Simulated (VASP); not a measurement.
# CaSe (Fm-3m) in VASP: notebook

CaSe is run at these levels: PBE; tasks: single point.

Everything below comes from runs of VASP 6.6.1. Logs are shortened: lines on timing, memory, paths and dates and some standing lists are left out, and cuts for length are marked.

**The experiment to reproduce.**

A printed reference work, monograph, original work of 1988 reports, for a bulk crystal of CaSe at 2 K: band gap 3.85 eV (indirect).

The runs below are set against these values where they give the same quantity.

## (1) The cell of the first run

It takes space group Fm-3m (No. 225, cubic). The conventional cell has a = 5.912 Å, b = 5.912 Å, c = 5.912 Å, α = 90.00°, β = 90.00°, γ = 90.00°. Ca (site symmetry m-3m) has 6 Se at 2.96 Å within 3.9 Å. Within 3.9 Å of Se (site symmetry m-3m) lie 6 Ca at 2.96 Å.

## (2) Single point, PBE

INCAR

```
SYSTEM = CaSe
PREC = Accurate
ENCUT = 520
EDIFF = 1E-7
ISMEAR = -1
SIGMA = 0.02
LREAL = .False.
LASPH = .True.
NELM = 80
ALGO = Normal
ISIF = 2
LWAVE = .False.
LCHARG = .True.
GGA = PE
LELF = .True.
LVHAR = .True.
NBANDS = 15
```

KPOINTS

```
Automatic mesh
0
Gamma
  7 7 7
  0 0 0
```

POSCAR

```
CaSe
1.0
    0.0000000000      2.9560000000      2.9560000000
    2.9560000000      0.0000000000      2.9560000000
    2.9560000000      2.9560000000      0.0000000000
Ca Se
1 1
Direct
    0.0000000000      0.0000000000      0.0000000000
    0.5000000000      0.5000000000      0.5000000000
```

Potentials or basis: VASP PAW PBE potentials, release 64 (Ca_sv, Se).

Started as:

```sh
> cat potpaw_PBE.64/Ca_sv/POTCAR potpaw_PBE.64/Se/POTCAR > POTCAR
> mpirun -np 1 vasp_std > vasp.out
```

OUTCAR:

```text
SYSTEM = CaSe
   PREC = Accurate
   ENCUT = 520
   EDIFF = 1E-7
   ISMEAR = -1
   LREAL = .False.
   LASPH = .True.
   NELM = 80
   ISIF = 2
   GGA = PE

 ion  position               nearest neighbor table
   1  0.000  0.000  0.000-   2 2.96   2 2.96   2 2.96   2 2.96   2 2.96   2 2.96
   2  0.500  0.500  0.500-   1 2.96   1 2.96   1 2.96   1 2.96   1 2.96   1 2.96

  LATTYP: Found a face centered cubic cell.
 ALAT       =     5.9120000000

  Lattice vectors:

 A1 = (   0.0000000000,   2.9560000000,   2.9560000000)
 A2 = (   2.9560000000,   0.0000000000,   2.9560000000)
 A3 = (   2.9560000000,   2.9560000000,   0.0000000000)

Analysis of symmetry for initial positions (statically):
=====================================================================
 Subroutine PRICEL returns:
 Original cell was already a primitive cell.

 Routine SETGRP: Setting up the symmetry group for a
 face centered cubic supercell.

 Subroutine GETGRP returns: Found 48 space group operations
 (whereof 48 operations were pure point group operations)
 out of a pool of 48 trial point group operations.

The static configuration has the point symmetry O_h .

Analysis of symmetry for dynamics (positions and initial velocities):
=====================================================================
 Subroutine PRICEL returns:
 Original cell was already a primitive cell.

 Routine SETGRP: Setting up the symmetry group for a
 face centered cubic supercell.

 Subroutine GETGRP returns: Found 48 space group operations
 (whereof 48 operations were pure point group operations)
 out of a pool of 48 trial point group operations.

The dynamic configuration has the point symmetry O_h .

 Subroutine INISYM returns: Found 48 space group operations
 (whereof 48 operations are pure point group operations),
 and found     1 'primitive' translations

----------------------------------------------------------------------------------------

                                     Primitive cell

  volume of cell :      51.6587

  direct lattice vectors                    reciprocal lattice vectors
     0.000000000  2.956000000  2.956000000    -0.169147497  0.169147497  0.169147497
     2.956000000  0.000000000  2.956000000     0.169147497 -0.169147497  0.169147497
     2.956000000  2.956000000  0.000000000     0.169147497  0.169147497 -0.169147497

  length of vectors
     4.180415290  4.180415290  4.180415290     0.292972058  0.292972058  0.292972058

  position of ions in fractional coordinates (direct lattice)
     0.000000000  0.000000000  0.000000000
     0.500000000  0.500000000  0.500000000

  ion indices of the primitive-cell ions
   primitive index   ion index
                 1           1
                 2           2

----------------------------------------------------------------------------------------

 KPOINTS: Automatic mesh

Automatic generation of k-mesh.
 Grid dimensions read from file:
 generate k-points for:    7    7    7

 Generating k-lattice:

  Cartesian coordinates                     Fractional coordinates (reciprocal lattice)
    -0.024163928  0.024163928  0.024163928     0.142857143  0.000000000  0.000000000
     0.024163928 -0.024163928  0.024163928     0.000000000  0.142857143  0.000000000
     0.024163928  0.024163928 -0.024163928     0.000000000  0.000000000  0.142857143

  Length of vectors
     0.041853151  0.041853151  0.041853151

  Shift w.r.t. Gamma in fractional coordinates (k-lattice)
     0.000000000  0.000000000  0.000000000

 Subroutine IBZKPT returns following result:
 ===========================================

 Found     20 irreducible k-points:

 Following reciprocal coordinates:
            Coordinates               Weight
  0.000000  0.000000  0.000000      1.000000
  0.142857  0.000000  0.000000      8.000000
  0.285714  0.000000  0.000000      8.000000
  0.428571  0.000000  0.000000      8.000000
  0.142857  0.142857  0.000000      6.000000
  0.285714  0.142857  0.000000     24.000000
[... 12 lines left out ...]
 -0.428571  0.428571  0.142857     24.000000
 -0.285714  0.428571  0.142857     24.000000
   k-points           NKPTS =     20   k-points in BZ     NKDIM =     20   number of bands    NBANDS=     15
   number of dos      NEDOS =    301   number of ions     NIONS =      2
   total plane-waves  NPLWV =  32768
   dimension x,y,z NGX =    32 NGY =   32 NGZ =   32
   dimension x,y,z NGXF=    64 NGYF=   64 NGZF=   64
   ions per type =               1   1
   NGX,Y,Z   is equivalent  to a cutoff of  12.73, 12.73, 12.73 a.u.
   NGXF,Y,Z  is equivalent  to a cutoff of  25.45, 25.45, 25.45 a.u.
 SYSTEM =  CaSe
   PREC   = accura    normal or accurate (medium, high low for compatibility)
   ISTART =      0    job   : 0-new  1-cont  2-samecut
   ICHARG =      2    charge: 1-file 2-atom 10-const
   ISPIN  =      1    spin polarized calculation?
   LNONCOLLINEAR =      F non collinear calculations
   LSORBIT =      F    spin-orbit coupling
   LASPH  =      T    aspherical Exc in radial PAW
   ENCUT  =  520.0 eV  38.22 Ry    6.18 a.u.   7.77  7.77  7.77*2*pi/ulx,y,z
   NELM   =     80;   NELMIN=  2; NELMDL= -5     # of ELM steps
   EDIFF  = 0.1E-06   stopping-criterion for ELM
   LREAL  =      F    real-space projection
   EDIFFG = 0.1E-05   stopping-criterion for IOM
   NSW    =      0    number of steps for IOM
   IBRION =     -1    ionic relax: 0-MD 1-quasi-New 2-CG
   NFREE  =      0    steps in history (QN), initial steepest desc. (CG)
   ISIF   =      2    stress and relaxation
   ISYM   =      2    0-nonsym 1-usesym 2-fastsym
   POTIM  = 0.5000    time-step for ionic-motion
   TEBEG  =    0.0;   TEEND  =   0.0 temperature during run
   PSTRESS=    0.0 pullay stress
   NELECT =      16.0000    total number of electrons
   NUPDOWN=      -1.0000    fix difference up-down
   EMIN   =  10.00;   EMAX   =-10.00  energy-range for DOS
   EFERMI =   0.00;   METHOD = LEGACY
   ISMEAR =    -1;   SIGMA  =   0.02  broadening in eV -4-tet -1-fermi 0-gaus
   EFERMI_NEDOS =   21; number of points for ismear=-14 and -15
   IALGO  =     38    algorithm
   IMIX   =      4    mixing-type and parameters
     AMIX     =   0.40;   BMIX     =  1.00
     AMIX_MAG =   1.60;   BMIX_MAG =  1.00
  volume/ion in A,a.u.               =      25.83       174.30
  Fermi-wavevector in a.u.,A,eV,Ry     =   1.107645  2.093145 16.692666  1.226876
  Thomas-Fermi vector in A             =   2.244161
   LORBIT       =      0    0 simple, 1 ext, 2 COOP (PROOUT), +10 PAW based schemes
   GGA     = PE    functional components
   LHFCALC =     F    Hartree Fock is set to
   AEXX    =    0.0000 exact exchange contribution
   IVDW    =     0    specifies the selected vdW correction
   LEPSILON=     F    determine dielectric tensor
   LRPA    =     F    only Hartree local field effects (RPA)
 non-spin polarized calculation
  energy-cutoff  :      520.00
  volume of cell :       51.66
 maximum number of plane-waves:      1411
   NGX = 15   NGY = 15   NGZ = 15

 number of electron      15.9999998 magnetization

 Free energy of the ion-electron system (eV)
  ---------------------------------------------------
  ext. energy  EPLUGINS =         0.00000000
  ---------------------------------------------------
  free energy    TOTEN  =        -9.47979514 eV

  energy without entropy =       -9.47979514  energy(sigma->0) =       -9.47979514

 E-fermi :   2.8471     XC(G=0):  -9.1622

 val. band max:        2.4583303752   @ k =   0.0000   0.0000   0.0000
 cond. band min:       4.5393471887   @ k =   0.4286   0.4286   0.0000
 fundamental gap:      2.0810168135
 Fermi energy:         2.8471373764

 k-point     1 :       0.0000    0.0000    0.0000
  band No.  band energies     occupation
      1     -37.2862      2.00000
      2     -18.2805      2.00000
      3     -18.2805      2.00000
      4     -18.2805      2.00000
      5      -9.3463      2.00000
      6       2.4583      2.00000
      7       2.4583      2.00000
      8       2.4583      2.00000
      9       5.8088      0.00000
     10       6.1637      0.00000
     11       6.1637      0.00000
     12       6.1637      0.00000
     13       6.7343      0.00000
     14       6.7343      0.00000
     15      12.1746      0.00000

 k-point     2 :       0.1429    0.0000    0.0000
  band No.  band energies     occupation
      1     -37.2849      2.00000
      2     -18.3027      2.00000
      3     -18.2819      2.00000
      4     -18.2819      2.00000
      5      -9.2259      2.00000
      6       1.5133      2.00000
      7       2.1552      2.00000
      8       2.1552      2.00000
      9       6.0784      0.00000
     10       6.4346      0.00000
     11       6.4346      0.00000
     12       6.9918      0.00000
     13       7.2587      0.00000
     14       7.2587      0.00000
     15      12.3328      0.00000

 k-point     3 :       0.2857    0.0000    0.0000
  band No.  band energies     occupation
      1     -37.2820      2.00000
      2     -18.3517      2.00000
      3     -18.2852      2.00000
      4     -18.2852      2.00000
      5      -8.9378      2.00000
      6       0.1369      2.00000
      7       1.6320      2.00000
      8       1.6320      2.00000
      9       6.2621      0.00000
     10       7.0820      0.00000
     11       7.0820      0.00000
     12       8.4593      0.00000
     13       8.4621      0.00000
     14       8.4621      0.00000
     15      11.7966      0.00000
[... 271 lines left out ...]
 k-point    19 :      -0.4286    0.4286    0.1429
  band No.  band energies     occupation
      1     -37.2775      2.00000
      2     -18.3559      2.00000
      3     -18.3213      2.00000
      4     -18.3132      2.00000
      5      -8.7181      2.00000
      6       0.0283      2.00000
      7       1.0374      2.00000
      8       1.1194      2.00000
      9       5.5338      0.00000
     10       7.6219      0.00000
     11       7.9950      0.00000
     12       8.4755      0.00000
     13       8.5227      0.00000
     14       8.9915      0.00000
     15      11.7138      0.00000

 k-point    20 :      -0.2857    0.4286    0.1429
  band No.  band energies     occupation
      1     -37.2773      2.00000
      2     -18.3431      2.00000
      3     -18.3420      2.00000
      4     -18.3105      2.00000
      5      -8.6738      2.00000
      6       0.3144      2.00000
      7       0.3700      2.00000
      8       1.0572      2.00000
      9       6.4361      0.00000
     10       7.3362      0.00000
     11       7.9085      0.00000
     12       8.2891      0.00000
     13       8.4399      0.00000
     14      10.3478      0.00000
     15      11.6227      0.00000

------------------------ aborting loop because EDIFF is reached ----------------------------------------

  FORCE on cell =-STRESS in cart. coord.  units (eV):
  Direction    XX          YY          ZZ          XY          YZ          ZX
  --------------------------------------------------------------------------------------
  -------------------------------------------------------------------------------------
  Total        0.4347913      0.4347913      0.4347913     -0.0000000     -0.0000000      0.0000000
  in kB       13.4849113     13.4849113     13.4849113     -0.0000000     -0.0000000      0.0000000
  external PRESSURE =      13.4849113 kB  Pullay stress =       0.0000000 kB

 VOLUME and BASIS-vectors are now :
 -----------------------------------------------------------------------------
  energy-cutoff  :      520.00
  volume of cell :       51.66
      direct lattice vectors                 reciprocal lattice vectors
     0.000000000  2.956000000  2.956000000    -0.169147497  0.169147497  0.169147497
     2.956000000  0.000000000  2.956000000     0.169147497 -0.169147497  0.169147497
     2.956000000  2.956000000  0.000000000     0.169147497  0.169147497 -0.169147497

 POSITION                                       TOTAL-FORCE (eV/Angst)
 -----------------------------------------------------------------------------------
      0.00000      0.00000      0.00000        -0.000000     -0.000000     -0.000000
      2.95600      2.95600      2.95600         0.000000      0.000000      0.000000
 -----------------------------------------------------------------------------------
    total drift:                                0.000000     -0.000000     -0.000000

  FREE ENERGIE OF THE ION-ELECTRON SYSTEM (eV)
  ---------------------------------------------------
  free  energy   TOTEN  =        -9.4797951351 eV

  energy  without entropy=       -9.4797951350  energy(sigma->0) =       -9.47979514
```

Wall time 37 s (1 thread of AMD EPYC 7R13, shared host); peak memory 0.15 GiB.

What came out:

```
Free energy            : -9.4798 eV
Pressure               : 1.3 GPa
Band gap on the k mesh : 2.08 eV, indirect (least direct gap 2.99 eV)
```

## (3) Single point, PBE (volume scaled by 1.025)

INCAR

```
ALGO = Normal ; EDIFF = 1E-7
ENCUT = 520 ; GGA = PE
ISIF = 2 ; ISMEAR = -1
LASPH = T ; LCHARG = F
LREAL = F ; LWAVE = F
NBANDS = 15 ; NELM = 100
PREC = Accurate ; SIGMA = 0.02
```

KPOINTS

```
k-points
0
Gamma
  7 7 7
```

POSCAR

```
CaSe
1.0
    0.0000000000      2.9804308600      2.9804308600
    2.9804308600      0.0000000000      2.9804308600
    2.9804308600      2.9804308600      0.0000000000
Ca Se
1 1
Direct
    0.0000000000      0.0000000000      0.0000000000
    0.5000000000      0.5000000000      0.5000000000
```

Potentials or basis: VASP PAW PBE potentials, release 64 (Ca_sv, Se).

Started as:

```sh
> cat potpaw_PBE.64/Ca_sv/POTCAR potpaw_PBE.64/Se/POTCAR > POTCAR
> mpirun -np 1 vasp_std > vasp.out
```

Wall time 35 s (1 thread of AMD EPYC 7R13, shared host); peak memory 0.15 GiB.

It converged, with:

| Item | Value |
| --- | --- |
| Free energy | -9.4857 eV |
| Pressure | 0.1 GPa |
| Band gap on the k mesh | 2.14 eV, indirect (least direct gap 3.02 eV) |

Levels at points of the mesh, in eV from the valence-band top:
```
           k point  band 6  band 7  band 8  band 9  band 10  band 11
(0.00, 0.00, 0.00)    0.00    0.00    0.00    3.22     3.71     3.71
```

[end of part 1 of 2]
